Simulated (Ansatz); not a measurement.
## 49Ti NMR of the central transition in BaTiO3 under strain

Cell: a structure deposited in the COD, relaxed with PBE at fixed cell and then changed (z stretched by 1 %, ions relaxed).

```
Ba Ti O
1.0
     2.82767    1.63255    2.34091
    -2.82767    1.63255    2.34091
     0.00000   -3.26511    2.34091
Ba Ti O
1 1 3
Direct
  0.99700 0.99700 0.99700
  0.48431 0.48431 0.48431
  0.51101 0.51101 0.01798
  0.01798 0.51101 0.51101
  0.51101 0.01798 0.51101
```

Atoms are numbered from 1 in the order listed; like atoms form one site, named after its first atom.

Method: Kohn–Sham DFT in Ansatz, PBE, plane waves and PAW, scalar-relativistic, 420 eV cutoff, Γ-centred 8×8×8 k-points, Fermi–Dirac smearing 0.02 eV.

49Ti has I = 7/2 and Q = 247.0 mb (Pyykkö 2018); at 9.4 T its Larmor frequency is ν₀ = 22.6 MHz. Only the quadrupole interaction is simulated: positions count from each site's isotropic chemical shift, and shift anisotropy, dipolar and J coupling are left out.

Question: Simulate the second-order pattern (static powder, Gaussian broadening 0.8 kHz) of site Ti (6 O at 1.88–2.15 Å).

Answer: The calculation gives C_Q = 6.61 MHz and η = 0.00, so ν_Q = 0.472 MHz and the centre of gravity lies at -218 ppm (-4.93 kHz).

offset (kHz), height and a bar:
```
   -17.87          0 
   -16.63         87 ##########################
   -15.39        100 ##############################
   -14.15         63 ###################
   -12.90         51 ###############
   -11.66         45 #############
   -10.42         41 ############
    -9.18         38 ###########
    -7.94         36 ###########
    -6.70         35 ##########
    -5.46         33 ##########
    -4.22         33 ##########
    -2.97         33 ##########
    -1.73         32 ##########
    -0.49         32 ##########
     0.75         26 ########
     1.99         27 ########
     3.23         29 #########
     4.47         32 #########
     5.71         36 ###########
     6.96         44 #############
     8.20         71 #####################
     9.44         62 ##################
    10.68          0
```

An axis of threefold or higher order runs through Ti, so V_zz lies along it and η is zero.

The relaxation (4 steps) took 29 s of wall time (29 s of CPU time) and 0.56 GiB at its peak, on 1 thread of Intel Xeon Platinum 8488C (Sapphire Rapids) (x86_64; 16 cores open to the job, memory cap 3.0 GiB, no GPU), a shared host with a load of 0.4 a core.
